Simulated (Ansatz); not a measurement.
# A series in volume per atom on Cd

All results are calculated (Ansatz 0.2.0 development build). Equation of state of a cubic crystal from periodic Kohn-Sham density functional theory without spin; pressure corrected for the finite basis.

Cell of the first row (space group Fm-3m, No. 225):
```
cell vectors (Å)
   0.0000     2.2063     2.2063
   2.2063     0.0000     2.2063
   2.2063     2.2063     0.0000
atoms (fractions of the cell vectors)
Cd  0.00000  0.00000  0.00000
```

Settings of every row: formula Cd; structure type fcc; functional PBE; spin treatment none; k mesh 21x21x21; occupation method fermi-dirac; occupation width 0.061225619 eV; wave cutoff 420 eV; datasets soft-1 PAW; density cutoff ratio 4.

Limits: a cubic model structure, not a phase known at ambient conditions.

```csv
row,volume per atom (Å³),pressure (GPa),energy above lowest point (meV/atom)
1,21.48,3.063,12.08
2,21.937,1.889,5.06
3,22.394,?,?
4,22.851,-0.03,0
5,23.308,-0.808,1.22
6,23.765,-1.484,4.51
7,24.222,-2.068,9.6
```

Question: what pressure and energy above lowest point should row 3 give?

Worked fit of pressure. Take u = (V_r/V)^(2/3) − 1 with V_r = 23.079 Å³ an atom, which is twice the finite (Eulerian) strain; such expansions in the strain, on which the Birch-Murnaghan equation of state is built, carry the rest volume and the bulk modulus. The shown rows have u = 0.04903, 0.03441, 0.00664, -0.00656, -0.01934, -0.03171. Least squares give pressure = −0.4319 + 58.906 × u + 239.04 × u² + 271.8 × u³ GPa; a parabola predicts inner rows, each left out in turn, worse (root mean square 0.0055 against 0.00047 GPa). All shown rows lie on it to the printed digit. The pressure vanishes at u = 0.0071, or V = 22.83 Å³ an atom, and there the bulk modulus at fixed shape and fractions is B = −V dP/dV = (2/3)(1 + u) dP/du = 41.9 GPa. The withheld row has u = 0.02029, so the fit gives −0.4319 + 58.906 × (0.02029) + 239.04 × (0.02029)² + 271.8 × (0.02029)³ = 0.864 GPa.

The calculation gave 0.864 GPa. The fit meets it to the printed digit.

Worked fit of energy above lowest point. Take u = (V_r/V)^(2/3) − 1 with V_r = 23.079 Å³ an atom, which is twice the finite (Eulerian) strain; such expansions in the strain, on which the Birch-Murnaghan equation of state is built, carry the rest volume and the bulk modulus. The shown rows have u = 0.04903, 0.03441, 0.00664, -0.00656, -0.01934, -0.03171. Least squares give energy above lowest point = 0.332 − 92.94 × u + 6481.6 × u² + 6147 × u³ meV/atom; a parabola predicts inner rows, each left out in turn, worse (root mean square 0.12 against 0.004 meV/atom). All shown rows lie on it to the printed digit. Its lowest point lies at u = 0.0071, or V = 22.84 Å³ an atom, and the curvature there gives the bulk modulus at fixed shape and fractions, B = (4/9)(1 + u)² E″(u)/V = 41.8 GPa. The withheld row has u = 0.02029, so the fit gives 0.332 − 92.94 × (0.02029) + 6481.6 × (0.02029)² + 6147 × (0.02029)³ = 1.17 meV/atom.

The calculation gave 1.16 meV/atom. The fit lies 0.01 meV/atom (0.083 % of the column's range) above it, one unit of the last digit.
